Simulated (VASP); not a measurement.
Runs of VASP 6.6.1 on FeO (Wuestite). Symmetry: Fm-3m, No. 225, cubic system. Conventional cell: a = 4.311 Å, b = 4.311 Å, c = 4.311 Å, α = 90.00°, β = 90.00°, γ = 90.00°. Around Fe (site symmetry m-3m) lie 6 O at 2.16 Å. Around O (site symmetry m-3m) lie 6 Fe at 2.16 Å. 

| task | level | potentials or basis | cell | k mesh | cutoff (eV) | smearing | gap on the mesh (eV) | pressure (GPa) | moment (μB) | relaxed volume (Å³/atom) |
| --- | --- | --- | --- | --- | --- | --- | --- | --- | --- | --- |
| relaxation of cell and atoms | rev-vdW-DF2 | VASP PAW PBE potentials, release 64 (Fe, O) | relaxed | 8 × 8 × 8 | 600 | fermi-dirac 0.05 eV | none | 0.0 | 4.00 | 9.79 |
| single point | PBE | VASP PAW PBE potentials, release 64 (Fe, O) | as given | 11 × 11 × 11 | 520 | fermi-dirac 0.05 eV | none | -0.1 | 4.00 | - |
| relaxation of cell and atoms | PBE | VASP PAW PBE potentials, release 64 (Fe, O) | relaxed | 8 × 8 × 8 | 600 | fermi-dirac 0.05 eV | none | -0.2 | 4.00 | 10.01 |
| relaxation of cell and atoms | PBE+D4 | VASP PAW PBE potentials, release 64 (Fe, O) | relaxed | 8 × 8 × 8 | 600 | fermi-dirac 0.05 eV | none | 0.0 | 4.00 | 9.84 |
| relaxation of cell and atoms | PBE+TS-HI | VASP PAW PBE potentials, release 64 (Fe, O) | relaxed | 8 × 8 × 8 | 600 | fermi-dirac 0.05 eV | none | 0.0 | 4.00 | (b) |
| single point | RPBE | VASP PAW PBE potentials, release 64 (Fe_pv, O) | as given | 11 × 11 × 11 | 520 | gaussian 0.05 eV | none | 5.3 | 4.00 | - |
| relaxation of cell and atoms | PBE+D3 | VASP PAW PBE potentials, release 64 (Fe, O) | relaxed | 8 × 8 × 8 | 600 | fermi-dirac 0.05 eV | none | 0.0 | 4.00 | (a) |
| relaxation of cell and atoms | RPBE | VASP PAW PBE potentials, release 64 (Fe, O) | relaxed | 8 × 8 × 8 | 600 | fermi-dirac 0.05 eV | none | -0.1 | 4.00 | 10.31 |

Alike in all rows: spin collinear, ferromagnetic start.

Q: Fill in the values left out.

A: (a) 9.85; (b) 9.90.

Caveats: a cell with one magnetic atom can't hold antiferromagnetic order, which such compounds often take; semilocal functionals often make such compounds metallic where correlation or magnetic order opens a gap, which also shifts bond lengths; the PAW data sets were made with another functional, which shifts forces and pressure a little (some runs); pairwise dispersion overbinds metals, which lowers pressure and volume (some runs).

A k mesh can miss the band edges.

A gap of «none» marks a metal or a gap under the smearing width.

Not every run made on this cell is shown here.
